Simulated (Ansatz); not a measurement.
# CuO (P1) in Ansatz: further runs, part 2 of 2

Ansatz 0.2.0.

**3. Band structure, r2SCAN+U**

Contents of input.yaml:

```yaml
crystal:
  lattice:
    - [2.34185, -1.7113, 0.0]
    - [-1.49182, -1.7113, -5.05787]
    - [2.34185, 5.1339, 0.0]
  atoms:
    - { symbol: Cu, position: [0.32132716, 0.95657656, 0.29054178] }
    - { symbol: Cu, position: [0.67867284, 0.04342344, 0.70945822] }
    - { symbol: Cu, position: [0.3225567, 0.52186451, 0.68364633] }
    - { symbol: Cu, position: [0.6774433, 0.47813549, 0.31635367] }
    - { symbol: O, position: [0.41767164, 0.70732048, 0.00989985] }
    - { symbol: O, position: [0.41392836, 0.79267952, 0.65850015] }
    - { symbol: O, position: [0.22493959, 0.34816805, 0.07342398] }
    - { symbol: O, position: [0.94346041, 0.15183195, 0.25817602] }
hamiltonian:
  xc: r2scan
  pseudopotentials: { kind: paw }
  hubbard: { sites: [{ species: Cu, l: d, u_eff: 4.5 }] }
kpoints:
  mp_grid: { grid: [9, 5, 5] }
  band_path:
    path:
      - [[0.5, 0.0, 0.0], [0.0, 0.0, 0.0], [0.0, -0.5, 0.0]]
      - [[0.5, -0.5, 0.0], [0.0, 0.0, 0.0], [0.0, 0.5, -0.5]]
      - [[0.5, 0.5, -0.5], [0.0, 0.0, 0.0], [0.0, 0.0, -0.5]]
      - [[0.5, 0.0, -0.5], [0.0, 0.0, 0.0]]
    npoints: 10
scf:
  occupations: { method: fermi_dirac, width: 0.05 }
  n_extra_bands: 20
output:
  forces: true
  stress: true
  eigenvalues: true
  fatbands: false
```

Potentials or basis: Ansatz PAW.

Launch:

```
ansatz run input.yaml --threads 4 --pin off --max-ram 11264MiB --backend cpu --events-out ev --progress --plain --runs-dir out
```

Standard output:

```text
Warning: RAYON_NUM_THREADS=4 ignored (pool sized by the plan → 4); use --threads N
Cu: projections on atomic orbitals take those of the free atom [Ne] 3s2 3p6 3d10 4s1, of charge +0.00 (hamiltonian.pseudopotentials.projection_atoms); the dataset's partial waves leave at most 2.0e-6 of an orbital's norm unspanned inside its sphere
O: projections on atomic orbitals take those of the free atom [He] 2s2 2p4, of charge +0.00 (hamiltonian.pseudopotentials.projection_atoms); the dataset's partial waves leave at most 1.9e-8 of an orbital's norm unspanned inside its sphere
scf.n_extra_bands = 20 over 50 filled bands (N_el = 100.0): the run solves 70 bands
Engine: ansatz 0.2.0, x86_64-unknown-linux-gnu
Pseudopotentials: kind: paw
Pseudopotential: Cu, paw, valence charge 19, recommended cutoff 500 eV (meta_gga), Cu.paw.azcp
Pseudopotential: O, paw, valence charge 6, recommended cutoff 500 eV (meta_gga), O.paw.azcp
Functional definition: r2SCAN
  parameter k0 = 0.174
  parameter k1 = 0.065
  parameter a1 = 4.9479
  exchange = r2scan_x(k0 = k0, k1 = k1, a1 = a1)
  correlation = r2scan_c
[... 62 lines left out ...]
  E_ewald      = -12968.014858
  E_core_change = -1.332196  (= ΣΔE_core)
  E_smearing   = -0.029433  (= −TS)
  E_closure    = -0.000000  (closes the sum)
  Σ components = -28778.523970   (vs F -28778.523970, Δ=0.00e0)
--- Forces (eV/Å), atoms counted from 1 ---
  atom   1  Cu     3.78628946    -0.33193663     2.70192856
  atom   2  Cu     5.52122075    -5.59810107   -14.84618540
  atom   3  Cu     0.29809748     2.19984914     8.41067548
  atom   4  Cu     5.54942368     0.11542634    -3.39868973
  atom   5  O      2.08731240     1.90549971     1.28582154
  atom   6  O     -5.93803217     1.81639561     7.24846122
  atom   7  O     -7.33314907    -1.68334467     2.74214859
  atom   8  O     -3.97106613     1.57625976    -4.14416255
  max |Σ_I F_I| component: 9.64e-5 eV/Å
--- Stress (GPa, compression-positive) ---
       45.149281       1.430449      -2.901472
        1.430458      34.186413      19.576009
       -2.901487      19.576011      76.696851
  P = ⅓ Tr σ = 52.0108 GPa (520.108 kbar)
--- Band table (eV; the first three rows and the last of 113) ---
  k-point 0: bands = ["-105.0486", "-104.3825", "-104.1711", "-104.1437", "-61.1453", "-60.9679", "-60.6039", "-60.5031", "-60.4810", "-60.3045", "-60.2129", "-60.0045", "-59.9522", "-59.9287", "-59.7676", "-59.7568", "-10.2630", "-9.6292", "-8.1040", "-7.6630", "2.3782", "3.2254", "3.5807", "4.2496", "4.3419", "4.5497", "4.7581", "5.1902", "5.7042", "5.9552", "6.1378", "6.2922", "6.4646", "6.6488", "6.8213", "6.9876", "7.3665", "7.5564", "7.7296", "7.9015", "8.0830", "8.4665", "8.7278", "9.3661", "9.7372", "10.3561", "10.5506", "10.7651", "10.9589", "11.5037", "11.6176", "12.0105", "12.1955", "16.4416", "16.8594", "19.2335", "20.6582", "21.9078", "22.2160", "25.4773", "25.6304", "26.2839", "27.5413", "27.6898", "28.5786", "29.3801", "30.3403", "30.6323", "31.2964", "31.7226"]
  k-point 1: bands = ["-105.0485", "-104.3823", "-104.1710", "-104.1435", "-61.1453", "-60.9679", "-60.6039", "-60.5031", "-60.4810", "-60.3045", "-60.2129", "-60.0045", "-59.9522", "-59.9287", "-59.7676", "-59.7568", "-10.2229", "-9.6631", "-8.1251", "-7.6564", "2.3927", "3.1797", "3.6295", "4.1155", "4.3201", "4.6378", "4.8462", "5.2883", "5.6996", "5.9126", "6.1403", "6.3079", "6.4874", "6.6618", "6.8092", "7.0356", "7.3888", "7.5608", "7.6926", "7.8646", "8.0357", "8.5485", "8.7486", "9.1539", "9.6326", "10.3650", "10.4576", "10.7869", "10.9563", "11.3535", "11.6193", "12.0989", "12.5694", "16.2908", "16.8002", "19.1128", "20.7857", "21.6284", "22.9727", "24.9684", "25.4085", "26.4476", "27.1978", "28.2190", "28.6849", "29.4877", "29.8054", "30.6619", "31.2459", "31.5552"]
  k-point 2: bands = ["-105.0483", "-104.3821", "-104.1707", "-104.1434", "-61.1453", "-60.9679", "-60.6039", "-60.5031", "-60.4810", "-60.3045", "-60.2129", "-60.0045", "-59.9522", "-59.9288", "-59.7676", "-59.7568", "-10.1437", "-9.7323", "-8.1572", "-7.6476", "2.4148", "3.1525", "3.6476", "3.9015", "4.4254", "4.7635", "4.8856", "5.3753", "5.7265", "5.9134", "6.1529", "6.3475", "6.5070", "6.7250", "6.8308", "7.0680", "7.4062", "7.5069", "7.6428", "7.7852", "7.9974", "8.5211", "8.7889", "8.9191", "9.5543", "10.3042", "10.4092", "10.8216", "10.9490", "11.0353", "11.6801", "12.2386", "13.2752", "15.6920", "16.8266", "18.9520", "20.9526", "21.8665", "23.5092", "24.7312", "25.1260", "25.9751", "27.2043", "28.1503", "28.7294", "29.5645", "30.1336", "30.5932", "31.2431", "31.6385"]
  k-point 112: bands = ["-105.0482", "-104.3815", "-104.1701", "-104.1434", "-61.1446", "-60.9671", "-60.6161", "-60.5082", "-60.4832", "-60.3086", "-60.2118", "-60.0108", "-59.9516", "-59.9288", "-59.7744", "-59.7651", "-9.8481", "-9.1498", "-8.1148", "-7.4391", "2.3958", "3.2865", "3.5320", "3.7313", "3.9231", "4.3660", "4.8023", "5.4741", "5.5533", "5.8500", "5.9276", "6.4008", "6.5619", "6.7747", "7.0213", "7.4179", "7.5204", "7.7521", "7.8593", "7.9232", "8.1901", "8.4159", "8.6361", "9.0611", "9.4387", "9.6912", "10.1166", "10.3524", "10.6988", "11.1931", "11.6796", "12.0741", "14.4308", "16.2178", "17.1959", "18.3771", "20.1653", "20.4078", "21.9782", "23.0152", "23.4346", "24.7593", "25.6253", "27.3471", "27.5283", "28.6078", "28.8428", "29.7929", "30.6423", "31.1799"]
Occupation matrices written to <dir>
```

bands.tsv:

```text
[... 96 lines left out ...]
```

Wall time 77 s (4 threads of AMD EPYC 7R43 (Zen 3), shared host); peak memory 1.2 GiB.

Results:

```yaml
Free_energy: -28778.5240 eV
Pressure: 52.0 GPa
Largest_force: 16.800 eV/Å
Band_gap_on_the_k_mesh: none (metal or under the smearing width)
```

Forces in eV/Å, atoms in the order of the input:
```
Cu    3.786  -0.332   2.702
Cu    5.521  -5.598 -14.846
Cu    0.298   2.200   8.411
Cu    5.549   0.115  -3.399
O     2.087   1.905   1.286
O    -5.938   1.816   7.248
O    -7.333  -1.683   2.742
O    -3.971   1.576  -4.144
```

Levels at the corners of the path, in eV from the Fermi level:
```tsv
point	band 47	band 48	band 49	band 50	band 51	band 52	band 53	band 54
X	-1.47	-0.80	-0.69	-0.49	0.01	0.85	3.39	4.88
Γ	-0.85	-0.64	-0.44	0.10	0.22	0.61	0.80	5.04
Y	-1.06	-0.63	-0.49	0.08	0.44	0.70	1.80	2.91
L	-1.50	-0.93	-0.71	-0.17	0.50	0.94	3.20	4.86
Γ	-0.85	-0.64	-0.44	0.10	0.22	0.61	0.80	5.04
Z	-0.94	-0.82	-0.66	-0.41	-0.17	0.64	2.13	2.90
N	-1.22	-1.15	-0.68	-0.38	0.11	0.60	3.56	5.01
Γ	-0.85	-0.64	-0.44	0.10	0.22	0.61	0.80	5.04
M	-1.01	-0.57	-0.48	-0.39	0.29	0.86	2.03	4.14
R	-1.37	-1.11	-0.52	-0.44	-0.09	0.45	2.97	4.96
Γ	-0.85	-0.64	-0.44	0.10	0.22	0.61	0.80	5.04
```

Eigenvalues of the final occupation matrices:
```
  site  spin  trace               eigenvalues
site 1     1   4.75  0.88 0.94 0.97 0.98 0.99
site 2     1   4.81  0.87 0.97 0.98 0.99 1.00
site 3     1   4.74  0.80 0.97 0.99 0.99 0.99
site 4     1   4.78  0.85 0.96 0.97 0.99 0.99
```

Caveat: a pressure of tens of GPa on the cell as given is suspect, and the run, the potentials or the cell itself is likely at fault; the run has no spin polarisation, though such a crystal can be magnetic; U without spin polarisation on a metal has little footing; the PAW data sets come from PBE, with cores solved anew for the run's functional, which leaves a small shift of forces and pressure; forces of over 1 eV/Å show positions far from the minimum, so gaps and moduli don't describe the material at rest.
